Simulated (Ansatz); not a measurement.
# Hf: single points about a listed cell

Aim: see how energy, forces, stress and gap of Hf answer to swapped elements, distortions that keep the symmetry. Nothing is relaxed unless a step says so.

Program: Ansatz 0.2.0. Level of theory: DFT PBE, scalar-relativistic, plane waves, PAW. These are calculated values, not measurements.

1 further run of the same task is left out (set aside as unsound or not needed).

### 1 The starting structure

It takes space group P6_3/mmc (No. 194, hexagonal). Conventional cell: a = 3.197 Å, b = 3.197 Å, c = 5.058 Å, α = 90.00°, β = 90.00°, γ = 120.00°. Hf (site symmetry -6m2) has 12 Hf at 3.13 to 3.20 Å as nearest neighbours.

Structure file:

```cif
data_structure
_symmetry_space_group_name_H-M 'P 1'
_symmetry_Int_Tables_number 1
_cell_length_a 3.1967
_cell_length_b 3.1967
_cell_length_c 5.0578
_cell_angle_alpha 90.000
_cell_angle_beta 90.000
_cell_angle_gamma 120.000
_cell_volume 44.76
loop_
_atom_site_label
_atom_site_type_symbol
_atom_site_fract_x
_atom_site_fract_y
_atom_site_fract_z
_atom_site_occupancy
Hf1 Hf 0.33333 0.66667 0.25000 1
Hf2 Hf 0.66667 0.33333 0.75000 1
```

The structure comes from the Crystallography Open Database.

### 2 Substitution of an element, cell strained: Hf → Pt, first probe

Against the listed cell: Pt takes all sites of Hf, and lengths are scaled by 0.866 as a first guess of the size; strain xx, yy, zz, yz, xz, xy = -3.6, -3.6, -3.6, +0.0, +0.0, +0.0 %.

Contents of input.yaml:

```yaml
crystal:
  lattice:
    - [2.6688964899, 0.0, 0.0]
    - [-1.3344482449, 2.3113321603, 0.0]
    - [0.0, 0.0, 4.2227143299]
  atoms:
    - { symbol: Pt, position: [0.3333333333, 0.6666666667, 0.25] }
    - { symbol: Pt, position: [0.6666666667, 0.3333333333, 0.75] }
basis:
  ecutwfc: 420
kpoints:
  mp_grid: { grid: [9, 9, 4] }
hamiltonian:
  xc: pbe
scf:
  occupations: { method: gaussian, width: 0.1 }
output:
  forces: true
  stress: true
  eigenvalues: true
```

Started as:

```console
$ ansatz run input.yaml --threads 1 --pin off --max-ram 1331MiB --backend cpu --events-out ev --progress --plain --runs-dir out
```

### 3 One element swapped, cell strained: Hf → Pt

input.yaml, as its differences from that of step 2:

```diff
@@ -11,3 +11,3 @@
 kpoints:
-  mp_grid: { grid: [9, 9, 4] }
+  mp_grid: { grid: [18, 18, 10] }
 hamiltonian:
@@ -20 +20,5 @@
   eigenvalues: true
+  write_density: true
+  write_potential: true
+  elf: true
+  volumetric_format: npy
```

### 4 A change within the space group

Contents of input.yaml:

```yaml
crystal:
  lattice:
    - [3.0892255198, 0.0, 0.0]
    - [-1.5446127599, 2.6753477782, 0.0]
    - [0.0, 0.0, 4.963623764]
  atoms:
    - { symbol: Hf, position: [0.3333333333, 0.6666666667, 0.25] }
    - { symbol: Hf, position: [0.6666666667, 0.3333333333, 0.75] }
basis:
  ecutwfc: 420
kpoints:
  mp_grid: { grid: [15, 15, 8] }
hamiltonian:
  xc: pbe
scf:
  occupations: { method: gaussian, width: 0.1 }
output:
  forces: true
  stress: true
  eigenvalues: true
  populations: true
  write_density: true
  write_potential: true
  elf: true
  volumetric_format: npy
```

### 5 A distortion that keeps the symmetry

Contents of input.yaml:

```yaml
crystal:
  lattice:
    - [3.1763994886, 0.0, 0.0]
    - [-1.5881997443, 2.7508426497, 0.0]
    - [0.0, 0.0, 4.94981597]
  atoms:
    - { symbol: Hf, position: [0.3333333333, 0.6666666667, 0.25] }
    - { symbol: Hf, position: [0.6666666667, 0.3333333333, 0.75] }
basis:
  ecutwfc: 420
kpoints:
  mp_grid: { grid: [15, 15, 8] }
hamiltonian:
  xc: pbe
scf:
  occupations: { method: gaussian, width: 0.1 }
output:
  forces: true
  stress: true
  eigenvalues: true
```

Q: Predict the outcome of this session. Wanted: for each run, case; energy; pressure; largest force.

**Answer**, as computed:

```
step                                         case  energy (meV/atom)  pressure (GPa)  largest force (eV/Å)  gap on the mesh (eV)
   3  one element swapped, cell strained: Hf → Pt                n/a            77.6                  0.00                  0.00
   4              a change within the space group               +0.0            11.8                  0.00                  0.00
   5         a distortion that keeps the symmetry              -56.8             4.8                  0.00                  0.00
```

Energies are counted from step 4, with the smearing taken to zero. Other atoms or functionals have another zero of energy (n/a). A gap of 0.00 means none on the mesh at this level.

In words: The distorted cells of the listed formula and level show no gap on the mesh. Spin-orbit coupling is left out for Hf, Pt.
